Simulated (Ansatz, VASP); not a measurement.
# One calculation of CsBr, two programs

The input INCAR:

```
ALGO = Fast
EDIFF = 1E-6
ENCUT = 520
GGA = PE
ISIF = 2
ISMEAR = 0
LASPH = T
LCHARG = F
LREAL = F
LWAVE = F
NBANDS = 15
NELM = 100
PREC = Accurate
SIGMA = 0.01
```

KPOINTS

```
k-points
0
Gamma
  4 4 4
```

POSCAR

```
CsBr
1.0
    4.2860000000      0.0000000000      0.0000000000
    0.0000000000      4.2860000000      0.0000000000
    0.0000000000      0.0000000000      4.2860000000
Cs Br
1 1
Direct
    0.0000000000      0.0000000000      0.0000000000
    0.5000000000      0.5000000000      0.5000000000
```

Input for Ansatz:

```yaml
crystal:
  lattice:
    - [4.286, 0.0, 0.0]
    - [0.0, 4.286, 0.0]
    - [0.0, 0.0, 4.286]
  atoms:
    - { symbol: Cs, position: [0.0, 0.0, 0.0] }
    - { symbol: Br, position: [0.5, 0.5, 0.5] }
kpoints:
  mp_grid:
    grid: [4, 4, 4]
hamiltonian:
  xc: pbe
  pseudopotentials:
    kind: paw
scf:
  occupations:
    method: fixed
output:
  forces: true
  stress: true
  eigenvalues: true
```

Alike in both runs: task single point; functional PBE; k mesh 4 × 4 × 4; no spin polarisation.

|  | VASP | Ansatz |
| --- | --- | --- |
| version | VASP 6.6.1 | Ansatz 0.2.0 |
| potentials or method | VASP PAW PBE potentials, release 64 (Cs_sv, Br) | plane waves, PAW |
| plane-wave cutoff (eV) | 520 | 420 |
| occupations | gaussian, width 0.01 eV | fixed |
| valence electrons in the cell | 16 | 16 |

Ansatz gave:

```
gap on the k mesh at the Fermi level (eV) : 4.53
pressure (GPa)                            : 1.1
```

What did VASP give for the same quantities?

gap on the k mesh at the Fermi level (eV): 4.52; pressure (GPa): 1.1.

Caveats: spin-orbit coupling is left out, which moves the levels of the heavy elements.
